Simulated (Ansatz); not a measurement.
# CoO: relaxation of the atoms with PBE

The system is CoO.

```
Co O
1.0
    -1.47784    1.50800    2.10725
     1.47784   -1.50800    2.10725
     1.47784    1.50800   -2.10725
Co O
1 1
Direct
  0.00000 0.00000 0.00000
  0.50000 0.50000 0.00000
```

The cell isn't the ideal one: strained by -2 %.

- Program: Ansatz 0.2.0
- Task: relaxation of the atoms
- Functional: PBE
- Potentials or basis: Ansatz PAW
- Cutoff: 420 eV (not typed: the program's choice for these potentials)
- k mesh: 9 × 9 × 9
- Occupations: fermi-dirac, width 0.05 eV
- Spin: collinear spin, ferromagnetic start
- Starting moments: [2.0, 0.0] μB

| Property | Result |
| --- | --- |
| Pressure after relaxing | 2.9 GPa |
| Band gap on the k mesh | none (metal or under the smearing width) |
| Net moment | 2.82 μB per cell |
| Absolute moment | 2.83 μB per cell |
| Site moments | Co +2.41; O +0.29 μB |

Stress tensor (GPa, compression positive):
```
2.22 0.00 0.00
0.00 3.51 0.00
0.00 0.00 3.04
```

Final structure:
```cif
data_structure
_symmetry_space_group_name_H-M 'P 1'
_symmetry_Int_Tables_number 1
_cell_length_a 2.9830
_cell_length_b 2.9830
_cell_length_c 2.9830
_cell_angle_alpha 120.606
_cell_angle_beta 119.268
_cell_angle_gamma 90.113
_cell_volume 18.78
loop_
_atom_site_label
_atom_site_type_symbol
_atom_site_fract_x
_atom_site_fract_y
_atom_site_fract_z
_atom_site_occupancy
Co1 Co 0.00000 0.00000 0.00000 1
O1 O 0.50000 0.50000 0.00000 1
```

Levels at points of the mesh, in eV from the Fermi level:
Spin up:
```tsv
k point	band 10	band 11	band 12	band 13	band 14	band 15	band 16	band 17
(0.00, 0.00, 0.00)	-3.24	-3.15	-3.07	-3.02	1.06	16.80	17.95	18.24
```
Spin down:
| k point | band 6 | band 7 | band 8 | band 9 | band 10 | band 11 | band 12 | band 13 | band 14 | band 15 |
| --- | --- | --- | --- | --- | --- | --- | --- | --- | --- | --- |
| (0.00, 0.00, 0.00) | -2.87 | -2.81 | -2.73 | -1.21 | -1.17 | -1.14 | 0.04 | 0.04 | 1.58 | 16.71 |

It took 4.5 s on 2 threads of Arm Neoverse V2, with other jobs on the host, peak memory 0.34 GiB.

Caveat: the relaxation stopped at its first step, so nothing moved; the pressure holds a Pulay correction of +0.8 GPa for the finite cutoff; a cell with one magnetic atom can't hold antiferromagnetic order, which such compounds often take; semilocal functionals often make such compounds metallic where correlation or magnetic order opens a gap, which also shifts bond lengths; the thresholds are loose for stress.
